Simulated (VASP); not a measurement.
Set up this calculation in VASP 6.6.1, as the native input.

```
Task                   : single point
Functional             : PBEsol
Potentials or basis    : VASP PAW PBE potentials, release 64 (O)
Cutoff                 : 520 eV
k mesh                 : 1 × 1 × 1
Occupations            : fermi-dirac, width 0.01 eV
Spin                   : collinear spin, typed start
Starting moments       : [1.0, 1.0] μB
Dipole correction      : no
Further INCAR settings : ALGO = Normal; EDIFF = 1e-06; NBANDS = 17
```

The structure of O lies in POSCAR:

```
O
1.0
    9.0000000000      0.0000000000      0.0000000000
    0.0000000000      9.2000000000      0.0000000000
    0.0000000000      0.0000000000     10.2000000000
O
2
Direct
    0.5000000000      0.5000000000      0.4406793452
    0.5000000000      0.5000000000      0.5593206548
```

These files were run (other wordings do the same):

INCAR

```
SYSTEM = O
ALGO     = Normal         ! electronic algorithm
EDIFF    = 1E-6           ! SCF threshold, eV
ENCUT    = 520            ! plane-wave cutoff, eV
GGA      = PS             ! functional
ISIF     = 2              ! what is computed and relaxed
ISMEAR   = -1             ! smearing method
ISPIN    = 2              ! spin polarisation
LASPH    = .TRUE.         ! aspherical terms in the spheres
LCHARG   = .FALSE.        ! write CHGCAR
LORBIT   = 11             ! projections on sites
LREAL    = .FALSE.        ! projectors in reciprocal space
LWAVE    = .FALSE.        ! write WAVECAR
MAGMOM   = 1 1            ! initial moments
NBANDS   = 17             ! bands
NELM     = 150            ! most SCF steps
PREC     = Accurate       ! precision mode
SIGMA    = 0.01           ! smearing width, eV
```

KPOINTS

```
k-points
0
G
  1 1 1
  0 0 0
```

Potentials or basis: VASP PAW PBE potentials, release 64 (O).

Command:

```bash
$ cat potpaw_PBE.64/O/POTCAR > POTCAR
$ mpirun -np 1 vasp_gam > vasp.out
```

Results of the run:

```
Largest force                                         : 1.370 eV/Å
Band gap on the k mesh                                : 2.26 eV, direct
Net moment                                            : 2.00 μB per cell
Site moments                                          : O +0.81 μB
Valence electrons inside the program's atomic spheres : O 4.92
```

Caveat: the standard files for N, O and F lose accuracy on very short bonds; the PAW data sets were made with another functional, which shifts forces and pressure a little.

It took 100 s on 1 thread of Intel(R) Xeon(R) Platinum 8259CL CPU @ 2.50GHz (Skylake/Cascade Lake), with other jobs on the host, peak memory 0.99 GiB.
